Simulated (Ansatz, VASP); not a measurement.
## BiTe in VASP and in Ansatz

Contents of INCAR:

```
SYSTEM = BiTe
PREC = Accurate
ENCUT = 520
EDIFF = 1E-7
ISMEAR = 0
SIGMA = 0.05
LREAL = .FALSE.
LASPH = .TRUE.
NELM = 60
ALGO = Normal
ISIF = 2
LWAVE = .FALSE.
LCHARG = .FALSE.
GGA = PS
NBANDS = 18
```

KPOINTS

```
regular mesh
0
G
  8 8 8
  0 0 0
```

File POSCAR:

```
BiTe
1.0
    0.0000000000      3.6227637705      3.6227637705
    3.6227637705      0.0000000000      3.6227637705
    3.6227637705      3.6227637705      0.0000000000
Bi Te
1 1
Direct
    0.0000000000      0.0000000000      0.0000000000
    0.2500000000      0.2500000000      0.2500000000
```

Input for Ansatz:

```yaml
crystal:
  lattice:
    - [0.0, 3.6227637705, 3.6227637705]
    - [3.6227637705, 0.0, 3.6227637705]
    - [3.6227637705, 3.6227637705, 0.0]
  atoms:
    - { symbol: Bi, position: [0.0, 0.0, 0.0] }
    - { symbol: Te, position: [0.25, 0.25, 0.25] }
basis:
  ecutwfc: 420
  ecutrho_ratio: 4
kpoints:
  mp_grid: { grid: [8, 8, 8] }
hamiltonian:
  xc: pbesol
scf:
  occupations: { method: gaussian, width: 0.05 }
output:
  forces: true
  stress: true
  eigenvalues: true
  populations: true
```

Alike in both runs: task single point; functional PBEsol; k mesh 8 × 8 × 8; occupations gaussian, width 0.05 eV; no spin polarisation.

```csv
,VASP,Ansatz
version,VASP 6.6.1,Ansatz 0.2.0
potentials or method,"VASP PAW PBE potentials, release 64 (Bi_d, Te)","scalar-relativistic, plane waves, PAW"
plane-wave cutoff (eV),520,420
valence electrons in the cell,21,31
```

|  | VASP | Ansatz | Ansatz less VASP |
| --- | --- | --- | --- |
| gap on the k mesh at the Fermi level (eV) | none | none | - |
| pressure (GPa) | -1.5 | -1.4 | +0.02 |

A gap of «none» marks a metal or a gap that the smearing closes. The two sets of potentials don't hold the same shells in valence.

Caveats: the PAW data sets were made with another functional, which shifts forces and pressure a little (VASP); spin-orbit coupling is left out, which moves the levels of the heavy elements.
